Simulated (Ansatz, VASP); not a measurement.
C: VASP beside Ansatz

```xyz
2
Lattice="0.0000 1.7769 1.7769 1.7769 0.0000 1.7769 1.7769 1.7769 0.0000" Properties=species:S:1:pos:R:3 pbc="T T T"
C     1.7769    1.7769    1.7769
C     2.6654    2.6654    2.6654
```

Alike in both runs: functional PBEsol; k mesh 22 × 22 × 22; occupations fermi-dirac, width 0.1 eV; no spin polarisation.

Ansatz relaxed the structure, and its values are those at the end. VASP's run is a single point on that final structure, the one shown.

|  | VASP | Ansatz |
| --- | --- | --- |
| version | VASP 6.6.1 | Ansatz 0.2.0 |
| potentials or method | VASP PAW PBE potentials, release 64 (C) | PAW with Ansatz's default frozen-core files, scalar-relativistic |
| plane-wave cutoff (eV) | 520 | 420 |
| valence electrons in the cell | 8 | 8 |

Ansatz gave:

| Property | Result |
| --- | --- |
| pressure (GPa) | 0.0 |

Q: What did VASP give for the same quantities?

A: Pressure (GPa): 1.1.

With one functional, cell and mesh, what is left measures potentials, basis and numerics.

Caveats: the PAW data sets were made with another functional, which shifts forces and pressure a little (VASP).
